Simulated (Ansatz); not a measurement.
Predict the output of the script below (the Ansatz DFT code, driven from Python).

Contents of `hgs.extxyz`:
```text
2
Lattice="0.0 2.92585 2.92585 2.92585 0.0 2.92585 2.92585 2.92585 0.0" Properties=species:S:1:pos:R:3 pbc="T T T"
Hg    0.00000000    0.00000000    0.00000000
S     1.46292500    1.46292500    1.46292500
```

The script, `run_defect.py`:
```python
"""An interstitial in a supercell of HgS, against the perfect cell."""

import warnings

import ansatz as az
import numpy as np

SMEARING = "fermi_dirac"
SIGMA = 0.02

warnings.simplefilter("ignore", az.DeckWarning)

hgs = az.Crystal.from_extxyz("hgs.extxyz")
host = hgs.supercell(2, 2, 2)
defective = host.interstitial("H", at=[0.5, 0.5, 0.5])

def settled(structure):
    return (
        structure.calculation()
        .functional(az.Functional.PBE)
        .kpoints(2)
        .occupations(SMEARING, width=SIGMA)
        .band_table()
    )


# the dielectric constant is a typed guess; take it from a response run in earnest
perfect = settled(host).run(threads=1).report
base = (
    settled(defective)
    .charge(1)
    .charged_corrections(epsilon=8.0)
    .relax(force_tolerance=0.05, max_steps=40)
)
result = base.run(threads=1)
r = result.report

n_host, n_defect = len(perfect["lattice"]["sites"]), len(r["lattice"]["sites"])
print(f"perfect cell: {n_host} atoms, F = {perfect['free_energy_ev']:.4f} eV")
print(f"defect cell:  {n_defect} atoms, F = {r['free_energy_ev']:.4f} eV")
# chemical potentials are still to be added to this difference
print(f"difference {r['free_energy_ev'] - perfect['free_energy_ev']:.4f} eV (no chemical potentials)")
print(f"point-charge correction {result.charged_corrections().monopole_ev:.3f} eV at charge {1:+d}")

for site in result.lattice.sites:
    print(f"{site.symbol:2s}", " ".join(f"{v:8.4f}" for v in site.position_ang))

for label, run in (("perfect", perfect), ("defect", r)):
    levels, filled = np.array(run["eigenvalues_ev"][0]), np.array(run["occupations"][0])
    top = int(np.argmin(np.abs(levels - run["fermi_energy_ev"])))
    window = slice(max(top - 3, 0), top + 4)
    print(label, "levels near E_F at the first k-point:", ", ".join(f"{e - run['fermi_energy_ev']:.2f} ({f:.2f})" for e, f in zip(levels[window], filled[window])))
```

Running `python run_defect.py` prints:
```text
perfect cell: 16 atoms, F = -117725.7087 eV
defect cell:  17 atoms, F = -117747.6783 eV
difference -21.9696 eV (no chemical potentials)
point-charge correction 0.353 eV at charge +1
Hg  -0.0000  -0.0000   0.0000
S    1.5409   1.5409   1.5409
Hg   2.9259   2.9259  -0.0945
S    4.3108   4.3108   1.5409
Hg   2.9259  -0.0945   2.9259
S    4.3108   1.5409   4.3108
Hg   5.9462   2.9259   2.9259
S    7.3004   4.4030   4.4030
Hg  -0.0945   2.9259   2.9259
S    1.5409   4.3108   4.3108
Hg   2.9259   5.9462   2.9259
S    4.4030   7.3004   4.4030
Hg   2.9259   2.9259   5.9462
S    4.4030   4.4030   7.3004
Hg   5.8517   5.8517   5.8517
S    7.3004   7.3004   7.3004
H    2.9259   2.9259   2.9259
perfect levels near E_F at the first k-point: -0.47 (2.00), -0.01 (1.33), -0.01 (1.33), -0.01 (1.33), 1.59 (0.00), 1.59 (0.00), 1.59 (0.00)
defect levels near E_F at the first k-point: -0.83 (2.00), -0.83 (2.00), -0.19 (2.00), 0.01 (0.67), 0.01 (0.67), 0.01 (0.67), 1.81 (0.00)
```

Total energies depend on the potentials; only differences at equal settings carry meaning. A total without «per atom» is that of the cell as typed. The computed bands are complete only to about 5.6 eV above the Fermi level. The gap on the mesh is very small: a semilocal functional closes or nearly closes the gap of many narrow semiconductors. The difference holds no chemical potentials. Each cell's levels count from its own Fermi level and aren't aligned; one k-point can hide that the defect cell is metallic. The structure is a deposited one; some such entries were measured under pressure or heat, so a shift against it needn't be the functional's error alone. Gaps and levels are Kohn-Sham values on a finite set of k-points, without spin-orbit coupling. The supercell is small, so the defect meets its images and the energies aren't those of an isolated defect; a partly filled defect level may also lower its energy by spin or distortion. For a charged cell the difference holds no correction, alignment or term for the electrons' reservoir. Timing: 65 s on 1 thread of Arm Neoverse V1 (shared host), peak memory 0.78 GiB.

(Lines on the test bed's own set-up are left out of the output.)
